**Forecasting withheld rows of a torsional NMR shielding scan of n-propylamine**

The table holds isotropic GIAO shieldings of C1, C2, C3 and N and the dipole moment along the held C–C–C–N dihedral, from PySCF at PBE0/pcSseg-1 on GFN2-xTB geometries. The program forecasts the rows at 270°, 300° and 330° by reflecting the known rows and adding an odd term k sin θ fitted to the pairs 120°/240° and 150°/210°, and compares this with plain reflection, a Karplus form and a Fourier form with cos 3θ, all built on 0–240° only. Fourteen of fifteen values fall inside the judged error bars, but all twelve shielding forecasts run high, and C1 at 330° misses by 2.4 ppm against a bar of 1.5 ppm. The odd term has the wrong sign for C1 and C3, where plain reflection does better, and no form is best for every atom. The output also shows that the diamagnetic parts span under 2 ppm while the shieldings span 8 to 12 ppm, and that the IAO charge of nitrogen hardly moves and the frontier gap changes in the direction opposite to the one that would explain the trend.

Isotropic GIAO shieldings and dipole moment of n-propylamine (C3H9N, SMILES CCCN), computed with PySCF 2.14.0 at the PBE0/pcSseg-1 level with density fitting, non-relativistic, gas phase. The dihedral is that of the C–C–C–N chain, whose atoms are counted first to fourth in SMILES order; it is held at each angle while all else is relaxed with GFN2-xTB.

## Analysis program

```python
# Table: isotropic GIAO shieldings (ppm) of C1, C2, C3, N and dipole (D) of n-propylamine vs the held
# CCCN dihedral; PySCF, PBE0/pcSseg-1 on GFN2-xTB geometries. Tested: forecast of withheld rows by
# reflection + k*sin(theta), against plain reflection and Fourier fits (Karplus form; plus cos3).
T = {
    'angle': [0, 30, 60, 90, 120, 150, 180, 210, 240, 270, 300, 330],  # °
    'shielding_of_first_atom': [177.3, 177.1, 174.5, 171.0, 169.3, 171.2, 172.8, 171.5, 169.7, 170.6, 173.7, 174.9],  # ppm
    'shielding_of_second_atom': [164.2, 161.8, 158.6, 157.9, 157.4, 156.9, 156.3, 156.7, 156.9, 156.7, 157.5, 161.2],  # ppm
    'shielding_of_third_atom': [145.7, 143.3, 139.1, 138.0, 137.6, 136.4, 135.7, 137.2, 138.3, 137.6, 138.9, 142.8],  # ppm
    'shielding_of_fourth_atom': [237.6, 236.3, 232.8, 230.6, 227.6, 226.5, 228.2, 227.3, 225.8, 228.3, 230.8, 233.3],  # ppm
    'dipole_moment': [1.29, 1.26, 1.27, 1.28, 1.27, 1.28, 1.3, 1.31, 1.32, 1.35, 1.38, 1.35],  # D
}
HELD = [9, 10, 11]  # rows withheld from the fit
import numpy as np
from scipy.constants import physical_constants as pc, N_A, calorie
keys = ['shielding_of_first_atom', 'shielding_of_second_atom', 'shielding_of_third_atom',
        'shielding_of_fourth_atom', 'dipole_moment']
nm = ['C1', 'C2', 'C3', 'N', 'dip']
ang = np.array(T['angle'], float)
Y = {n: np.array(T[k], float) for n, k in zip(nm, keys)}
kn = [i for i in range(len(ang)) if i not in HELD]
ix = {int(round(a)): i for i, a in enumerate(ang)}
# typed from further outputs of the same runs (rows 0-240 deg): energies, diamagnetic parts, levels, IAO charges
E = np.array([-174.23957, -174.243486, -174.247763, -174.24541, -174.242312, -174.245123, -174.24815, -174.245903, -174.242702])
dia = {'C1': [245.973, 247.392, 247.616, 247.122, 247.155, 247.232, 246.744, 246.459, 246.421],
       'C2': [247.177, 246.784, 246.55, 246.678, 246.27, 246.201, 247.014, 247.386, 246.847],
       'C3': [244.215, 244.646, 245.498, 245.586, 245.226, 245.321, 245.603, 245.624, 245.293],
       'N': [312.655, 312.758, 313.422, 313.459, 312.661, 312.603, 312.728, 312.734, 312.632]}
gap0, gap180 = 1.304251 + 6.605647, 1.56372 + 6.651518
qN = np.array([-0.5742, -0.5792, -0.5739, -0.5782, -0.5755])   # 0,60,120,180,240 deg
dqH = np.array([0.1353, 0.1367, 0.1361, 0.1327, 0.1312]) - np.array([0.1024, 0.0964, 0.098, 0.0975, 0.102])
kcal = pc['Hartree energy'][0] * N_A / (1000 * calorie)
print('rounding floor: 0.05 ppm, 0.005 D per entry; 0.1 ppm, 0.01 D in a difference')
print('E rel. to 180, kcal/mol, 0..240:', np.round((E - E[6]) * kcal, 1))
print(f'gap 0/180: {gap0:.2f}/{gap180:.2f} eV; q(N) span {np.ptp(qN):.4f} e; dq of C3 H pair {dqH.min():.3f}-{dqH.max():.3f} e')
print('known rows, ppm: span | 0-180 | 60-180 | dia span | para(0) para(180)')
for n in nm[:4]:
    y, d = Y[n][kn], np.array(dia[n])
    print(f'{n}: {np.ptp(y):.1f} | {y[0]-y[6]:+.1f} | {y[2]-y[6]:+.1f} | {np.ptp(d):.1f} | {y[0]-d[0]:.1f} {y[6]-d[6]:.1f}')
    assert y.argmax() == 0 and np.all(np.diff(y[:4]) < 0)
    assert np.ptp(d) < 0.25 * np.ptp(y)
assert all(Y[n][ix[60]] > Y[n][ix[180]] for n in ('C1', 'N'))
assert Y['C1'][ix[120]] < min(Y['C1'][ix[90]], Y['C1'][ix[150]])
print('asymmetry (ppm; dip D): d(240-120) d(210-150) | k | residuals | bar')
s = np.sin(np.radians([120, 150])); K, bar = {}, {}
for n in nm:
    d = np.array([Y[n][ix[240]] - Y[n][ix[120]], Y[n][ix[210]] - Y[n][ix[150]]])
    K[n] = d @ s / (s @ s); r = d - K[n] * s
    bar[n] = max(2 * abs(d).max(), 0.02 if n == 'dip' else 1.5)
    print(f'{n}: {d[0]:+.2f} {d[1]:+.2f} | {K[n]:+.3f} | {r[0]:+.2f} {r[1]:+.2f} | {bar[n]:.2f}')
t = np.radians(ang)
XK = np.c_[np.ones_like(t), np.cos(t), np.cos(2 * t), np.sin(t)]
X3 = np.c_[XK, np.cos(3 * t)]
print('Fourier fits: rms Karplus | rms +cos3 (worst row) | a0 cos1 cos2 sin1 cos3')
F = {}
for n in nm:
    c = [np.linalg.lstsq(X[kn], Y[n][kn], rcond=None)[0] for X in (XK, X3)]
    F[n] = [XK @ c[0], X3 @ c[1]]
    r = [Y[n][kn] - f[kn] for f in F[n]]; w = abs(r[1]).argmax()
    print(f'{n}: {np.sqrt(np.mean(r[0]**2)):.3f} | {np.sqrt(np.mean(r[1]**2)):.3f} ({r[1][w]:+.2f} at {ang[kn][w]:.0f}) |', np.round(c[1], 2))
print('withheld: forecast +- bar | computed, miss | mirror, true d | Karplus, +cos3')
hits, M = 0, {}
for n in nm:
    M[n] = []
    for i in HELD:
        m = Y[n][ix[360 - int(round(ang[i]))]]; p = m + K[n] * abs(np.sin(t[i])); y = Y[n][i]
        ok = abs(y - p) <= bar[n]; hits += int(ok)
        M[n].append([y - p, y - m, y - F[n][0][i], y - F[n][1][i]])
        print(f'{n} {ang[i]:.0f}: {p:.2f} +- {bar[n]:.2f} | {y:.2f}, {y-p:+.2f} {"in" if ok else "OUT"} | {m:.2f}, {y-m:+.2f} | {F[n][0][i]:.2f}, {F[n][1][i]:.2f}')
for n in nm:
    print(f'{n} rms miss main/mirror/Karplus/+cos3:', np.round(np.sqrt(np.mean(np.array(M[n])**2, axis=0)), 2))
print(f'inside bar {hits}/{5*len(HELD)}; rises 270-330:', {n: bool(np.all(np.diff(Y[n][list(HELD)]) > 0)) for n in nm[:4]})
print('300-180, ppm:', {n: round(float(Y[n][ix[300]] - Y[n][ix[180]]), 1) for n in nm[:4]})
```

It prints:

```
rounding floor: 0.05 ppm, 0.005 D per entry; 0.1 ppm, 0.01 D in a difference
E rel. to 180, kcal/mol, 0..240: [5.4 2.9 0.2 1.7 3.7 1.9 0.  1.4 3.4]
gap 0/180: 7.91/8.22 eV; q(N) span 0.0053 e; dq of C3 H pair 0.029-0.040 e
known rows, ppm: span | 0-180 | 60-180 | dia span | para(0) para(180)
C1: 8.0 | +4.5 | +1.7 | 1.6 | -68.7 -73.9
C2: 7.9 | +7.9 | +2.3 | 1.2 | -83.0 -90.7
C3: 10.0 | +10.0 | +3.4 | 1.4 | -98.5 -109.9
N: 11.8 | +9.4 | +4.6 | 0.9 | -75.1 -84.5
asymmetry (ppm; dip D): d(240-120) d(210-150) | k | residuals | bar
C1: +0.40 +0.30 | +0.496 | -0.03 +0.05 | 1.50
C2: -0.50 -0.20 | -0.533 | -0.04 +0.07 | 1.50
C3: +0.70 +0.80 | +1.006 | -0.17 +0.30 | 1.60
N: -1.80 +0.80 | -1.159 | -0.80 +1.38 | 3.60
dip: +0.05 +0.03 | +0.058 | -0.00 +0.00 | 0.10
Fourier fits: rms Karplus | rms +cos3 (worst row) | a0 cos1 cos2 sin1 cos3
C1: 0.662 | 0.100 (+0.21 at 30) | [173.16   3.29   1.98  -0.22  -1.  ]
C2: 0.631 | 0.212 (+0.42 at 90) | [158.62   2.96   1.47   0.34   0.91]
C3: 0.750 | 0.138 (+0.23 at 210) | [139.47   3.87   1.25  -0.45   1.13]
N: 0.630 | 0.586 (-1.03 at 150) | [230.73   5.16   1.79   0.74  -0.35]
dip: 0.006 | 0.006 (-0.01 at 30) | [ 1.29 -0.01 -0.01 -0.03 -0.  ]
withheld: forecast +- bar | computed, miss | mirror, true d | Karplus, +cos3
C1 270: 171.50 +- 1.50 | 170.60, -0.90 in | 171.00, -0.40 | 170.15, 171.40
C1 300: 174.93 +- 1.50 | 173.70, -1.23 in | 174.50, -0.80 | 172.86, 175.00
C1 330: 177.35 +- 1.50 | 174.90, -2.45 OUT | 177.10, -2.20 | 176.40, 177.11
C2 270: 157.37 +- 1.50 | 156.70, -0.67 in | 157.90, -1.20 | 157.93, 156.80
C2 300: 158.14 +- 1.50 | 157.50, -0.64 in | 158.60, -1.10 | 160.10, 158.16
C2 330: 161.53 +- 1.50 | 161.20, -0.33 in | 161.80, -0.60 | 162.39, 161.74
C3 270: 139.01 +- 1.60 | 137.60, -1.41 in | 138.00, -0.40 | 140.07, 138.67
C3 300: 139.97 +- 1.60 | 138.90, -1.07 in | 139.10, -0.20 | 142.46, 140.04
C3 330: 143.80 +- 1.60 | 142.80, -1.00 in | 143.30, -0.50 | 144.47, 143.67
N 270: 229.44 +- 3.60 | 228.30, -1.14 in | 230.60, -2.30 | 227.76, 228.20
N 300: 231.80 +- 3.60 | 230.80, -1.00 in | 232.80, -2.00 | 231.37, 232.13
N 330: 235.72 +- 3.60 | 233.30, -2.42 in | 236.30, -3.00 | 235.47, 235.72
dip 270: 1.34 +- 0.10 | 1.35, +0.01 in | 1.28, +0.07 | 1.33, 1.33
dip 300: 1.32 +- 0.10 | 1.38, +0.06 in | 1.27, +0.11 | 1.32, 1.32
dip 330: 1.29 +- 0.10 | 1.35, +0.06 in | 1.26, +0.09 | 1.30, 1.30
C1 rms miss main/mirror/Karplus/+cos3: [1.66 1.37 1.03 1.55]
C2 rms miss main/mirror/Karplus/+cos3: [0.57 1.   1.8  0.5 ]
C3 rms miss main/mirror/Karplus/+cos3: [1.17 0.39 2.68 1.04]
N rms miss main/mirror/Karplus/+cos3: [1.65 2.47 1.33 1.6 ]
dip rms miss main/mirror/Karplus/+cos3: [0.05 0.09 0.05 0.05]
inside bar 14/15; rises 270-330: {'C1': True, 'C2': True, 'C3': True, 'N': True}
300-180, ppm: {'C1': 0.9, 'C2': 1.2, 'C3': 3.2, 'N': 2.6}
```
